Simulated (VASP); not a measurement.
Wanted: the native input for a VASP 6.6.1 run.

- Task: single point
- Functional: r2SCAN
- Potentials or basis: VASP PAW PBE potentials, release 64 (Co, O)
- Cutoff: 600 eV
- k mesh: 12 × 12 × 12
- Occupations: gaussian, width 0.03 eV
- Spin: collinear spin, ferromagnetic start
- Starting moments: [3.0, 0.0] μB
- Further INCAR settings: ALGO = Normal; EDIFF = 1e-06; AMIX = 0.2; BMIX = 0.0001

The structure of CoO lies in POSCAR:

```
CoO
1.0
    0.0000000000      2.1315000000      2.1315000000
    2.1315000000      0.0000000000      2.1315000000
    2.1315000000      2.1315000000      0.0000000000
Co O
1 1
Direct
    0.0000000000      0.0000000000      0.0000000000
    0.5000000000      0.5000000000      0.5000000000
```

One way to write it, as run:

INCAR

```
SYSTEM = CoO
ALGO     = Normal         ! electronic algorithm
AMIX     = 0.2          
AMIX_MAG = 0.8          
BMIX     = 1E-4         
BMIX_MAG = 1E-4         
EDIFF    = 1E-6           ! SCF threshold, eV
ENCUT    = 600            ! plane-wave cutoff, eV
ISIF     = 2              ! what is computed and relaxed
ISMEAR   = 0              ! smearing method
ISPIN    = 2              ! spin polarisation
LASPH    = .True.         ! aspherical terms in the spheres
LCHARG   = .False.        ! write CHGCAR
LMAXMIX  = 4              ! l up to which the mixer works
LMIXTAU  = .True.       
LORBIT   = 11             ! projections on sites
LREAL    = .False.        ! projectors in reciprocal space
LWAVE    = .False.        ! write WAVECAR
MAGMOM   = 3 0            ! initial moments
METAGGA  = R2SCAN         ! meta-GGA
NELM     = 150            ! most SCF steps
PREC     = Accurate       ! precision mode
SIGMA    = 0.03           ! smearing width, eV
```

KPOINTS

```
k-points
0
Gamma
  12 12 12
  0 0 0
```

Potentials or basis: VASP PAW PBE potentials, release 64 (Co, O).

The run is started by

```bash
$ cat potpaw_PBE.64/Co/POTCAR potpaw_PBE.64/O/POTCAR > POTCAR
$ mpirun -np 1 vasp_std > vasp.out
```

It gave:

```json
{
  "Pressure": "-7.9 GPa",
  "Band gap on the k mesh": "none (metal or under the smearing width)",
  "Net moment": "3.00 μB per cell",
  "Site moments": "Co +2.69; O +0.29 μB",
  "Valence electrons inside the program's atomic spheres": "Co 7.76; O 5.03"
}
```

Caveat: the PAW data sets were made with another functional, which shifts forces and pressure a little; a cell with one magnetic atom can't hold antiferromagnetic order, which such compounds often take; semilocal functionals often make such compounds metallic where correlation or magnetic order opens a gap, which also shifts bond lengths.

Wall time 100 s on 1 thread of AMD EPYC 9R45 96-Core Processor (Zen 5), with other jobs on the host, peak memory 0.15 GiB.
